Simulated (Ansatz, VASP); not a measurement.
**Two plane-wave programs on MgS**

```
Mg S
1.0
     0.00000    2.73173    2.60165
     2.73173    0.00000    2.60165
     2.73173    2.73173    0.00000
Mg S
1 1
Direct
  0.00000 0.00000 0.00000
  0.50000 0.50000 0.50000
```

Change from the starting cell: strain +0.050 along x and y, +0.000 along z, atoms carried along.

Alike in both runs: task single point; functional PBEsol; k mesh 8 × 8 × 8; occupations gaussian, width 0.05 eV; no spin polarisation.

|  | VASP | Ansatz |
| --- | --- | --- |
| version | VASP 6.6.1 | Ansatz 0.2.0 |
| potentials or method | VASP PAW PBE potentials, release 64 (Mg, S) | scalar-relativistic, plane waves, PAW |
| plane-wave cutoff (eV) | 520 | 420 |
| valence electrons in the cell | 8 | 16 |

|  | VASP | Ansatz | Ansatz less VASP |
| --- | --- | --- | --- |
| gap on the k mesh at the Fermi level (eV) | 2.32 | 2.32 | +0.005 |
| least direct gap on the mesh (eV) | 2.81 | 2.82 | +0.004 |
| pressure (GPa) | -6.8 | -6.6 | +0.20 |
| largest component of the traceless stress (GPa) | 2.01 | 2.03 | +0.021 |

With one functional, cell and mesh, what is left measures potentials, basis and numerics. The two sets of potentials don't hold the same shells in valence.

Caveats: the PAW data sets were made with another functional, which shifts forces and pressure a little (VASP). A k mesh can miss the band edges.
